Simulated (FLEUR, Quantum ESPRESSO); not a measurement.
A Quantum ESPRESSO input for a self-consistent single point of GeTe (R3m, 2 atoms in the cell) (DFT, PBE, plane waves, PSlibrary PAW (PBE) pseudopotentials):

```fortran
&control
 calculation = 'scf'
 prefix = 'scf'
 outdir = './work'
 pseudo_dir = './'
 tprnfor = .true.
 tstress = .true.
/
&system
 ibrav = 5
 A = 4.2318795829
 cosAB = 0.547378608165
 nat = 2
 ntyp = 2
 ecutwfc = 40
 ecutrho = 240
 occupations = 'fixed'
 nbnd = 7
/
&electrons
 conv_thr = 1.0d-9
/
ATOMIC_SPECIES
Ge    72.6300  Ge.pbe-n-kjpaw_psl.1.0.0.UPF
Te   127.6000  Te.pbe-n-kjpaw_psl.1.0.0.UPF
ATOMIC_POSITIONS crystal
Ge    0.9922300000    0.9922300000    0.9922300000
Te    0.5287770000    0.5287770000    0.5287770000
K_POINTS automatic
10 10 10  0 0 0
```

Question: Translate this input to FLEUR.

Answer: One input that does it (others would too):

Input of the input generator:

```
GeTe crystal
&input film=f /
0.4757212376 0.2746576771 0.8356150217
-0.4757212376 0.2746576771 0.8356150217
0.0000000000 -0.5493156767 0.8356149157
7.9970934041
1.0 1.0 1.0

2
32 0.9922300000 0.9922300000 0.9922300000
52 0.5287770000 0.5287770000 0.5287770000

&comp jspins=1 /
&kpt div1=10 div2=10 div3=10 gamma=t /
&end /
```

```xml
<?xml version="1.0" encoding="UTF-8" standalone="no"?>
<fleurInput fleurInputVersion="0.39">
   <comment>
      GeTe crystal                                                                                        
   </comment>
   <calculationSetup>
      <cutoffs Kmax="4.1" Gmax="12.3" GmaxXC="12.3" numbands="0"/>
      <scfLoop itmax="60" minDistance="0.00001" maxIterBroyd="25" imix="Anderson" alpha="0.05" precondParam="0.0" spinf="2.0"/>
      <coreElectrons ctail="T" frcor="F" kcrel="0" coretail_lmax="0"/>
      <xcFunctional name="pbe" relativisticCorrections="F"/>
      <magnetism jspins="1"/>
      <soc l_soc="F" theta="0.0" phi="0.0" spav="F"/>
      <expertModes spex="0" secvar="F"/>
      <geometryOptimization l_f="T" forcealpha="1.0" forcemix="BFGS" epsdisp="0.00001" epsforce="0.00001"/>
      <ldaU l_linMix="F" mixParam="0.05" spinf="1.0"/>
   </calculationSetup>
   <cell>
      <bzIntegration valenceElectrons="30.0" mode="hist" fermiSmearingEnergy="0.0001">
         <kPointListSelection listName="default-1"/>
         <!-- k-points included here -->
         <xi:include xmlns:xi="http://www.w3.org/2001/XInclude" href="kpts.xml"> </xi:include>
      </bzIntegration>
      <!-- symmetry operations included here -->
      <xi:include xmlns:xi="http://www.w3.org/2001/XInclude" href="sym.xml"> </xi:include>
      <bulkLattice scale="1.0">
         <bravaisMatrix>
            <row-1>    3.8043871714012489     2.1964630979218378     6.6824913784039488</row-1>
            <row-2>   -3.8043871714012489     2.1964630979218378     6.6824913784039488</row-2>
            <row-3>    0.0000000000000000    -4.3929287749062986     6.6824905307120481</row-3>
         </bravaisMatrix>
      </bulkLattice>
   </cell>
   <atomSpecies>
      <species name="Germanium (Ge)" element="Ge" atomicNumber="32">
         <mtSphere radius="2.43" gridPoints="839" logIncrement="0.015"/>
         <atomicCutoffs lmax="10" lnonsphr="8"/>
         <electronConfig flipSpins="F">
            <coreConfig>(1s1/2) (2s1/2) (2p1/2) (2p3/2) (3s1/2) (3p1/2) (3p3/2)</coreConfig>
            <valenceConfig>(4s1/2) (3d3/2) (3d5/2) (4p1/2) (4p3/2)</valenceConfig>
            <stateOccupation state="(4p1/2)" spinUp="0.3333333333333" spinDown="0.3333333333333"/>
            <stateOccupation state="(4p3/2)" spinUp="0.6666666666667" spinDown="0.6666666666667"/>
         </electronConfig>
         <energyParameters s="4" p="4" d="3" f="4"/>
         <lo type="HELO" l="2" n="4" eDeriv="0"/>
      </species>
      <species name="Tellurium (Te)" element="Te" atomicNumber="52">
         <mtSphere radius="2.43" gridPoints="839" logIncrement="0.015"/>
         <atomicCutoffs lmax="10" lnonsphr="8"/>
         <electronConfig flipSpins="F">
            <coreConfig>(1s1/2) (2s1/2) (2p1/2) (2p3/2) (3s1/2) (3p1/2) (3p3/2) (4s1/2) (3d3/2) (3d5/2) (4p1/2) (4p3/2)</coreConfig>
            <valenceConfig>(5s1/2) (4d3/2) (4d5/2) (5p1/2) (5p3/2)</valenceConfig>
            <stateOccupation state="(5p1/2)" spinUp="0.6666666666667" spinDown="0.6666666666667"/>
            <stateOccupation state="(5p3/2)" spinUp="1.3333333333333" spinDown="1.3333333333333"/>
         </electronConfig>
         <energyParameters s="5" p="5" d="5" f="4"/>
         <lo type="SCLO" l="2" n="4" eDeriv="0"/>
      </species>
   </atomSpecies>
   <atomGroups>
      <atomGroup species="Germanium (Ge)">
         <relPos label="                   1">-.0077700000 -.0077700000 -.0077700000</relPos>
         <force calculate="T" relaxXYZ="TTT"/>
      </atomGroup>
      <atomGroup species="Tellurium (Te)">
         <relPos label="                   2">-.4712230000 -.4712230000 -.4712230000</relPos>
         <force calculate="T" relaxXYZ="TTT"/>
      </atomGroup>
   </atomGroups>
   <output dos="F" band="F" slice="F">
      <checks vchk="F" cdinf="F"/>
      <bandDOS minEnergy="-.5*Htr" maxEnergy="0.5*Htr" sigma="0.015" storeEVData="T"/>
      <vacuumDOS vacdos="F" integ="F" star="F" nstars="0" locx1="0.0" locy1="0.0" locx2="0.0" locy2="0.0" nstm="0" tworkf="0.0"/>
      <unfoldingBand unfoldBand="F" supercellX="1" supercellY="1" supercellZ="1"/>
      <plotting iplot="0" polar="F">
         <plot TwoD="T" vec1="  1.0  0.0  0.0" vec2="  0.0  1.0  0.0" vec3="  0.0  0.0  1.0" zero="  0.0  0.0  0.0" file="plot"/>
      </plotting>
      <chargeDensitySlicing numkpt="0" minEigenval="0.0" maxEigenval="0.0" nnne="0" pallst="F"/>
      <specialOutput eonly="F"/>
      <magneticCircularDichroism mcd="F" energyLo="-10.0" energyUp="0.0"/>
   </output>
  <!-- We include the file relax.xml here to enable relaxations (see documentation) -->
  <xi:include xmlns:xi="http://www.w3.org/2001/XInclude" href="relax.xml"> <xi:fallback/> </xi:include>
</fleurInput>
```

Basis, cutoffs, solver keys and any potentials are the target program's own. This input uses DFT, PBE, all-electron FLAPW (FLEUR), scalar-relativistic valence.

The starting cell comes from a database of computed structures (which also holds hypothetical and non-ambient phases and stackings), without a prior relaxation at this level. Its lattice was rescaled by a random factor within 2.5 % of one. For this run, on top of that: lattice scaled by 0.98.
